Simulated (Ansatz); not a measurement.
# BaTiO3: stress in a strained cell

Aim: deform BaTiO3 (zz strain of +2 %) and compute stress, forces and field gradients with LAPW, PAW and all-electron datasets made for the crystal.

Computed with Ansatz 0.2.0 (DFT PBEsol, scalar-relativistic, unless a step's input says otherwise).

## 1. The system as given

Symmetry: P4mm, No. 99, tetragonal system. Conventional cell: a = 4.000 Å, b = 4.000 Å, c = 4.018 Å, α = 90.00°, β = 90.00°, γ = 90.00°. Around Ba (site symmetry 4mm) lie 12 O at 2.79 to 2.88 Å. Around Ti (site symmetry 4mm) lie 6 O at 1.87 to 2.15 Å. O (site symmetry 4mm) is surrounded by 2 Ti at 1.87 to 2.15 Å. Around O (site symmetry 2mm) lie 2 Ti at 2.00 Å and 4 Ba at 2.79 to 2.88 Å.

As a file:

```cif
data_structure
_symmetry_space_group_name_H-M 'P4mm'
_symmetry_Int_Tables_number 99
_cell_length_a 3.9998
_cell_length_b 3.9998
_cell_length_c 4.0180
_cell_angle_alpha 90.000
_cell_angle_beta 90.000
_cell_angle_gamma 90.000
_cell_volume 64.28
loop_
_atom_site_label
_atom_site_type_symbol
_atom_site_symmetry_multiplicity
_atom_site_Wyckoff_symbol
_atom_site_fract_x
_atom_site_fract_y
_atom_site_fract_z
_atom_site_occupancy
Ba1 Ba 1 a 0.00000 0.00000 0.00000 1
Ti1 Ti 1 b 0.50000 0.50000 0.48200 1
O1 O 1 b 0.50000 0.50000 0.01600 1
O2 O 2 c 0.50000 0.00000 0.51500 1
```

The file gives the conventional cell by its symmetry; the runs use the cell typed in the input.

Atoms are numbered in the order of the input: Ba1, Ti2, O3, O4, O5.

## 2. The deformed structure

Space group P4mm before, P4mm after.

## 3. LAPW, all electrons

Input file input.yaml:

```yaml
crystal:
  lattice:
    - [3.9998, 0.0, 0.0]
    - [0.0, 3.9998, 0.0]
    - [0.0, 0.0, 4.09836]
  atoms:
    - { symbol: Ba, position: [0.0, 0.0, 0.0] }
    - { symbol: Ti, position: [0.5, 0.5, 0.482] }
    - { symbol: O, position: [0.5, 0.5, 0.016] }
    - { symbol: O, position: [0.5, 0.0, 0.515] }
    - { symbol: O, position: [0.0, 0.5, 0.515] }
kpoints:
  mp_grid: { grid: [7, 7, 7] }
  band_path:
    path:
      - [0.0, 0.0, 0.0]
      - [0.0, 0.5, 0.0]
      - [0.5, 0.5, 0.0]
      - [0.0, 0.0, 0.0]
      - [0.0, 0.0, 0.5]
      - [0.0, 0.5, 0.5]
      - [0.5, 0.5, 0.5]
      - [0.0, 0.0, 0.5]
      - [0.0, 0.5, 0.0]
    npoints: 5
scf:
  occupations: { method: fermi_dirac, width: 0.08 }
hamiltonian:
  xc: pbesol
  pseudopotentials: { kind: all_electron, lapw: { basis_error: 0.001 } }
output:
  forces: true
  stress: true
  eigenvalues: true
```

Command:

```
$ ansatz run input.yaml --threads 2 --pin off --max-ram 8192MiB --backend cpu --events-out ev --progress --plain --runs-dir out
```

## 4. Frozen-core PAW

Input file input.yaml:

```yaml
crystal:
  lattice:
    - [3.9998, 0.0, 0.0]
    - [0.0, 3.9998, 0.0]
    - [0.0, 0.0, 4.09836]
  atoms:
    - { symbol: Ba, position: [0.0, 0.0, 0.0] }
    - { symbol: Ti, position: [0.5, 0.5, 0.482] }
    - { symbol: O, position: [0.5, 0.5, 0.016] }
    - { symbol: O, position: [0.5, 0.0, 0.515] }
    - { symbol: O, position: [0.0, 0.5, 0.515] }
kpoints:
  mp_grid: { grid: [7, 7, 7] }
scf:
  occupations: { method: fermi_dirac, width: 0.08 }
hamiltonian:
  xc: pbesol
  pseudopotentials: { kind: paw }
output:
  forces: true
  stress: true
  eigenvalues: true
  efg: { contact_densities: true }
```

## 5. Datasets made for this crystal

input.yaml: that of step 4 with these lines changed.

```diff
@@ -17,3 +17,3 @@
   xc: pbesol
-  pseudopotentials: { kind: paw }
+  pseudopotentials: { kind: all_electron, datasets: crystal }
 output:
```

(Steps that only read results are left out.)

**Question.** What will these runs give? Wanted: pressure; largest shear or deviatoric stress.

**Answer**, as computed:

```
                                 quantity                                              value
                                 pressure  LAPW -6.63, PAW -6.64, crystal datasets -6.63 GPa
largest shear or deviatoric stress (LAPW)                                           1.32 GPa
```

**Reading.** The largest part of the stress beyond the pressure is 1.32 GPa in size, in the zz component; the atoms are carried along and not relaxed. No run of the undeformed cell stands beside it, so the pressure holds what the given cell had before the change. PAW: stress within 0.01 GPa of LAPW, forces within 5 meV/Å. Crystal datasets: stress within 0.01 GPa of LAPW, forces within 1 meV/Å. Spin-orbit coupling is left out, though the cell holds Ba; in elements this heavy it can shift bands and gaps by tenths of an eV.
